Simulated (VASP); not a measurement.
# NiO (P-6m2) in VASP: notebook, part 2 of 2

VASP 6.6.1.

### Step 3. Single point, r2SCAN+U, collinear spin, ferromagnetic start

File INCAR:

```
PREC = Accurate
ENCUT = 520
EDIFF = 1E-6
ISMEAR = 0
SIGMA = 0.05
LREAL = F
LASPH = T
NELM = 150
ALGO = Normal
ISIF = 2
LWAVE = F
LCHARG = F
ISPIN = 2
MAGMOM = 1 0
LORBIT = 11
LMAXMIX = 4
LDAU = T
LDAUTYPE = 2
LDAUL = 2 -1
LDAUU = 3 0
LDAUJ = 0 0
LDAUPRINT = 1
METAGGA = R2SCAN
LMIXTAU = T
NBANDS = 19
```

File KPOINTS:

```
Automatic mesh
0
Gamma
  8 8 7
```

File POSCAR:

```
NiO
1.0
    2.7830607900      0.0000000000      0.0000000000
   -1.3915303900      2.4102013400      0.0000000000
    0.0000000000      0.0000000000      2.7161294400
Ni O
1 1
Direct
    0.0000000000      0.0000000000      0.0000000000
    0.6666666667      0.3333333333      0.5000000000
```

Potentials or basis: VASP PAW PBE potentials, release 64 (Ni, O).

Launch:

```console
> cat potpaw_PBE.64/Ni/POTCAR potpaw_PBE.64/O/POTCAR > POTCAR
> mpirun -np 1 vasp_std > vasp.out
```

OUTCAR:

```text
PREC = Accurate
   ENCUT = 520
   EDIFF = 1E-6
   ISMEAR = 0
   LREAL = F
   LASPH = T
   NELM = 150
   ISIF = 2
   ISPIN = 2
   LORBIT = 11
   METAGGA = R2SCAN

 ion  position               nearest neighbor table
   1  0.000  0.000  0.000-   2 2.10   2 2.10   2 2.10   2 2.10   2 2.10   2 2.10
   2  0.667  0.333  0.500-   1 2.10   1 2.10   1 2.10   1 2.10   1 2.10   1 2.10

  LATTYP: Found a hexagonal cell.
 ALAT       =     2.7830607900
 C/A-ratio  =     0.9759504535

  Lattice vectors:

 A1 = (   2.7830607900,   0.0000000000,   0.0000000000)
 A2 = (  -1.3915303900,   2.4102013400,   0.0000000000)
 A3 = (   0.0000000000,   0.0000000000,   2.7161294400)

Analysis of symmetry for initial positions (statically):
=====================================================================
 Subroutine PRICEL returns:
 Original cell was already a primitive cell.

 Routine SETGRP: Setting up the symmetry group for a
 hexagonal supercell.

 Subroutine GETGRP returns: Found 12 space group operations
[... 244 lines left out ...]
      5       2.0643      1.00000
      6       2.0644      1.00000
[... 1049 lines left out ...]
     18      44.0505      0.00000
     19      44.3719      0.00000

 [... further k-points ...]

------------------------ aborting loop because EDIFF is reached ----------------------------------------

  FORCE on cell =-STRESS in cart. coord.  units (eV):
  Direction    XX          YY          ZZ          XY          YZ          ZX
  --------------------------------------------------------------------------------------
  -------------------------------------------------------------------------------------
  Total        0.4146833      0.4146833     -0.6034703      0.0000000      0.0000000      0.0000000
  in kB       36.4670543     36.4670542    -53.0688909      0.0000001      0.0000000      0.0000000
  external PRESSURE =       6.6217392 kB  Pullay stress =       0.0000000 kB

 VOLUME and BASIS-vectors are now :
 -----------------------------------------------------------------------------
  energy-cutoff  :      520.00
  volume of cell :       18.22
      direct lattice vectors                 reciprocal lattice vectors
     2.783060790  0.000000000  0.000000000     0.359316621  0.207451548  0.000000000
    -1.391530390  2.410201340  0.000000000     0.000000000  0.414903097  0.000000000
     0.000000000  0.000000000  2.716129440     0.000000000  0.000000000  0.368170966

 POSITION                                       TOTAL-FORCE (eV/Angst)
 -----------------------------------------------------------------------------------
      0.00000      0.00000      0.00000         0.000000      0.000000      0.000000
      1.39153      0.80340      1.35806        -0.000000      0.000000      0.000000
 -----------------------------------------------------------------------------------
    total drift:                                0.000007     -0.000004      0.000000

  FREE ENERGIE OF THE ION-ELECTRON SYSTEM (eV)
  ---------------------------------------------------
  free  energy   TOTEN  =       -18.3747388405 eV

  energy  without entropy=      -18.3747388405  energy(sigma->0) =      -18.37473884

 total charge

# of ion       s       p       d       tot
------------------------------------------
    1        0.341   0.435   8.181   8.957
    2        1.562   3.477   0.000   5.040
--------------------------------------------------
tot          1.903   3.913   8.181  13.997

 magnetization (x)

# of ion       s       p       d       tot
------------------------------------------
    1        0.006   0.005   1.709   1.720
    2        0.020   0.247   0.000   0.266
--------------------------------------------------
tot          0.025   0.252   1.709   1.986
```

OSZICAR:

```text
N       E                     dE             d eps       ncg     rms          rms(c)
DAV:   1     0.763794640394E+02    0.76379E+02   -0.71654E+03  3256   0.108E+03
DAV:   2    -0.170077447748E+02   -0.93387E+02   -0.81631E+02  3126   0.240E+02
DAV:   3    -0.226383971678E+02   -0.56307E+01   -0.53959E+01  3383   0.598E+01
DAV:   4    -0.226911963499E+02   -0.52799E-01   -0.52761E-01  3448   0.563E+00
DAV:   5    -0.226919881420E+02   -0.79179E-03   -0.79173E-03  3397   0.685E-01    0.168E+01
DAV:   6    -0.182474478723E+02    0.44445E+01   -0.16257E+01  3661   0.759E+01    0.225E+01
DAV:   7    -0.175736800899E+02    0.67377E+00   -0.54535E+00  3630   0.484E+01    0.826E+00
DAV:   8    -0.182523893284E+02   -0.67871E+00   -0.13518E+00  3612   0.195E+01    0.554E+00
DAV:   9    -0.183349652647E+02   -0.82576E-01   -0.19759E-01  3743   0.134E+01    0.219E+00
DAV:  10    -0.183616055769E+02   -0.26640E-01   -0.11360E-01  3738   0.656E+00    0.921E-01
DAV:  11    -0.183729694439E+02   -0.11364E-01   -0.27963E-02  3830   0.291E+00    0.339E-01
DAV:  12    -0.183744490421E+02   -0.14796E-02   -0.22093E-03  4045   0.109E+00    0.146E-01
DAV:  13    -0.183747059263E+02   -0.25688E-03   -0.39766E-04  4113   0.277E-01    0.702E-02
DAV:  14    -0.183747334822E+02   -0.27556E-04   -0.48167E-05  4024   0.859E-02    0.237E-02
DAV:  15    -0.183747377620E+02   -0.42798E-05   -0.47385E-06  3434   0.451E-02    0.981E-03
DAV:  16    -0.183747392684E+02   -0.15065E-05   -0.14146E-06  3030   0.419E-02    0.233E-03
DAV:  17    -0.183747388405E+02    0.42791E-06   -0.67274E-07  1936   0.165E-02
   1 F= -.18374739E+02 E0= -.18374739E+02  d E =-.177359E-16  mag=     2.0000
```

stdout:

```text
POSCAR found type information on POSCAR NiO
 POSCAR found :  2 types and       2 ions
 scaLAPACK will be used
 -----------------------------------------------------------------------------
|                                                                             |
|                                                                             |
|     You enforced a specific xc type in the INCAR file but a different       |
|     I HOPE YOU KNOW WHAT YOU ARE DOING!                                     |
|                                                                             |
 -----------------------------------------------------------------------------

 LDA part: xc-table for (None), standard interpolation
 POSCAR, INCAR and KPOINTS ok, starting setup
 FFT: planning ... GRIDC
 FFT: planning ... GRID_SOFT
 FFT: planning ... GRID
 WAVECAR not read
 entering main loop
```

It took 60 s on 1 thread of Intel Xeon Platinum 8488C (Sapphire Rapids), shared host; peak memory 0.16 GiB.

What came out:

```
Free energy                                           : -18.3747 eV
Pressure                                              : 0.7 GPa
Band gap on the k mesh                                : 0.81 eV, indirect (least direct gap 1.33 eV)
Net moment                                            : 2.00 μB per cell
Site moments                                          : Ni +1.72; O +0.27 μB
Valence electrons inside the program's atomic spheres : Ni 8.96; O 5.04
```

Eigenvalues of the final occupation matrices:
| site | spin | trace | eigenvalues |
| --- | --- | --- | --- |
| site 1 d | 1 | 4.96 | 0.98 0.98 0.98 1.01 1.01 |
| site 1 d | 2 | 3.25 | 0.17 0.17 0.96 0.96 0.98 |

Caveat: the PAW data sets were made with another functional, which shifts forces and pressure a little; an odd mesh through Γ misses points on the zone boundary, where band edges often lie; a cell with one magnetic atom can't hold antiferromagnetic order, which such compounds often take.
